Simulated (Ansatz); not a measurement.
This log comes from Ansatz, run on Mg2Si (Fm-3m) from a database of computed structures. Cell and atoms come from a relaxation with r2SCAN.

Structure:
```
Mg Si
1.0
     0.00000    3.16897    3.16897
     3.16897    0.00000    3.16897
     3.16897    3.16897    0.00000
Mg Si
2 1
Direct
  0.25000 0.25000 0.25000
  0.75000 0.75000 0.75000
  0.00000 0.00000 0.00000
```

The output, standing remarks left out:
```
Crystal: 3 atoms, lattice volume = 63.648 Å³
Basis set: ecut = 420 eV, 1243 PW (Γ)
Bands: 16, of which v1, the nominal top of the filled ones, is band 12 counted from 1 (11 counted from 0)
Symmetry: 48 space group operations
Space group: Fm-3m (ITA 225)
k-points: 29 of 512
SCF converged after 6 iterations
Free energy (F): -4483.888213 eV
Fermi energy:    5.936110 eV
--- Band table (eV; the first three rows and the last of 29) ---
  k-point 0: bands = […, -36.7005, -36.7005, -3.1990, 5.9361, 5.9361, 5.9361, 7.8510, 8.5203, 8.5203, 8.5203]
  k-point 1: bands = […, -36.7011, -36.7011, -3.0574, 4.7895, 5.7819, 5.7819, 8.0093, 8.7939, 8.7939, 9.2570]
  k-point 2: bands = […, -36.7027, -36.7027, -2.6546, 3.1473, 5.5063, 5.5063, 7.6253, 8.9677, 8.9677, 10.7980]
  k-point 28: bands = […, -36.6983, -36.6982, -1.1482, 2.3342, 2.3342, 3.2761, 8.6085, 9.5246, 9.5246, 9.8611]
--- G₀W₀: contour deformation, 8 samples at zero and on the imaginary axis and 2 off it, 512 q-points, 103 empty bands' worth ---
    ik  band        ε_KS         Σx   Σc(E_QP)       V_xc       Z   E_QP_lin       E_QP  E_QP is
     0    11      5.9361   -12.3055     0.6281   -11.3435  0.7377     5.6011     5.6023  root
     0    12      5.9361   -12.3055     0.6281   -11.3435  0.7377     5.6011     5.6023  root
     0    13      7.8510    -7.2767    -3.7627   -11.1609  0.7470     7.9726     7.9724  root
     0    14      8.5203    -5.9576    -3.8313    -9.8587  0.7369     8.5901     8.5900  root
     1    11      5.7819   -12.2904     0.6777   -11.2744  0.7366     5.4422     5.4436  root
     1    12      5.7819   -12.2904     0.6777   -11.2744  0.7366     5.4422     5.4436  root
     1    13      8.0093    -6.7344    -3.7438   -10.5807  0.7441     8.1120     8.1117  root
     1    14      8.7939    -5.9348    -3.9445    -9.9496  0.7323     8.8642     8.8641  root
     2    11      5.5063   -12.3797     0.8116   -11.2175  0.7339     5.1542     5.1558  root
     2    12      5.5063   -12.3797     0.8116   -11.2175  0.7339     5.1542     5.1558  root
     2    13      7.6253    -6.8712    -3.6309   -10.6167  0.7479     7.7401     7.7399  root
     2    14      8.9677    -5.4949    -4.0554    -9.6058  0.7301     9.0232     9.0232  root
     3    11      5.3057   -12.5065     0.9248   -11.2208  0.7318     4.9427     4.9447  root
     3    12      5.3057   -12.5065     0.9248   -11.2208  0.7318     4.9427     4.9447  root
     3    13      7.3292    -7.0691    -3.5432   -10.7363  0.7504     7.4534     7.4532  root
     3    14      8.6566    -5.1555    -3.9709    -9.1643  0.7358     8.6946     8.6945  root
     4    11      5.2364   -12.5617     0.9660   -11.2309  0.7308     4.8696     4.8716  root
     4    12      5.2364   -12.5617     0.9660   -11.2309  0.7308     4.8696     4.8716  root
     4    13      7.2266    -7.1438    -3.5131   -10.7841  0.7510     7.3540     7.3538  root
     4    14      8.4993    -5.0997    -3.9230    -9.0565  0.7385     8.5331     8.5331  root
     5    11      5.4340   -12.2133     0.8170   -11.0428  0.7337     5.0789     5.0805  root
     5    12      5.4340   -12.2133     0.8170   -11.0428  0.7337     5.0789     5.0805  root
     5    13      8.0105    -6.1489    -3.6982    -9.9276  0.7434     8.0911     8.0909  root
     5    14      8.7702    -6.8621    -3.9375   -10.8832  0.7337     8.8539     8.8538  root
     8    11      4.3953   -12.4935     1.2453   -10.8939  0.7190     4.0384     4.0410  root
     8    12      4.9583   -12.4878     1.0766   -11.0361  0.7278     4.5808     4.5832  root
     8    13      7.6223    -6.0636    -3.6280    -9.7525  0.7482     7.6832     7.6831  root
     8    14      8.5943    -6.0940    -3.9329   -10.0981  0.7349     8.6656     8.6654  root
    10    11      4.3522   -12.3764     1.2918   -10.7207  0.7181     3.9853     3.9882  root
    10    12      5.5252   -12.4736     0.8111   -11.3131  0.7338     5.1742     5.1758  root
    10    13      8.1564    -6.5604    -3.8025   -10.4672  0.7413     8.2609     8.2607  root
    10    14      8.9560    -5.6786    -4.0584    -9.7905  0.7300     9.0095     9.0095  root
    11    11      4.8630   -12.1550     1.0275   -10.7678  0.7274     4.5010     4.5033  root
    11    12      5.8184   -12.4312     0.6797   -11.4154  0.7364     5.4810     5.4824  root
    11    13      8.4377    -6.5362    -3.9052   -10.5421  0.7376     8.5386     8.5383  root
    11    14      8.8453    -6.5913    -3.9382   -10.6337  0.7310     8.9499     8.9496  root
  […]
```

The points are ik 0 = (0, 0, 0) (Γ), ik 1 = (0, 0, 1/8), ik 2 = (0, 0, 1/4), ik 3 = (0, 0, 3/8), ik 4 = (0, 0, -1/2), ik 5 = (0, 1/8, 1/8), ik 8 = (0, 1/8, -1/2), ik 10 = (0, 1/8, -1/4), ik 11 = (0, 1/8, -1/8), ik 12 = (0, 1/4, 1/4), ik 14 = (0, 1/4, -1/2), ik 17 = (0, 3/8, 3/8); band 12 is the last filled one.

**Question.** Write the input file that gave this output.

**Answer.**
```yaml
crystal:
  # lattice and atoms as above
kpoints:
  mp_grid: { grid: [8, 8, 8] }
hamiltonian:
  xc: pbe
scf:
  occupations: { method: fixed }
gw:
  n_empty_bands: 103
  ecut_chi: 80
  qp_bands: [v2, c2]
  qp_kpoints: band_edges
  screening: { model: contour_deformation }
```
There is no exchange loop, so no exact exchange. The quasiparticle table needs the gw block. Close relatives of this functional can't be ruled out from these lines alone. This is the file that was run; thresholds and some counts can't be read off the log exactly.

**Question.** What wall time did it need on 1 × NVIDIA H100 80GB HBM3 with 4 threads of AMD EPYC 7R13 Processor (Zen 3), on a shared host, load about 2.4 per core, and what peak of host memory did it reach?

**Answer.** About 44 s, with a peak of 1.5 GiB.

The values are computed, spin-unpolarised, and not measurements.

For so narrow a gap this mesh doesn't settle the screening, and the bands and cutoff are finite.
